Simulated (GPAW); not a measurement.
Crystal: Pb.

```xyz
1
Lattice="0.0000 2.4750 2.4750 2.4750 0.0000 2.4750 2.4750 2.4750 0.0000" Properties=species:S:1:pos:R:3 pbc="T T T"
Pb    0.0000    0.0000    0.0000
```

| Quantity | Value |
| --- | --- |
| Program | GPAW 26.7.0 |
| Task | relaxation of cell and atoms |
| Functional | PBEsol |
| Dispersion | D3(BJ) |
| Potentials or basis | PAW data sets generated in the run's folder for this functional |
| Cutoff | 600 eV |
| Basis | pw |
| k mesh | 9 × 9 × 9 |
| Occupations | fermi-dirac, width 0.05 eV |
| Spin | no spin polarisation |

At the start: pressure -3.3 GPa; volume 30.32 Å³/atom.

**Question.** How do energy, volume and symmetry change on relaxing?

**Answer.** Over 4 steps the energy falls by 21.3 meV/atom and the volume is 28.36 Å³/atom (-6.5 %); space group Fm-3m (No. 225, to 0.05 Å).

Step by step:
| step | energy change (eV) | largest force (eV/Å) | pressure (GPa) | volume (Å³) |
| --- | --- | --- | --- | --- |
| 1 | 0.0000 | 0.0000 | -3.29 | 30.32 |
| 2 | -0.0135 | 0.0000 | -2.11 | 29.52 |
| 3 | -0.0211 | 0.0000 | 0.23 | 28.24 |
| 4 | -0.0213 | 0.0000 | -0.01 | 28.36 |

Final structure:
```xyz
1
Lattice="0.0000 2.4205 2.4205 2.4205 0.0000 2.4205 2.4205 2.4205 0.0000" Properties=species:S:1:pos:R:3 pbc="T T T"
Pb    0.0000    0.0000    0.0000
```

The cell as given is a measured one (30.32 Å³/atom); PBEsol+D3(BJ) puts the equilibrium volume -6.5 % from it, thermal expansion not counted.

Caveat: later steps reuse the first step's grids; pairwise dispersion overbinds metals, which lowers pressure and volume.
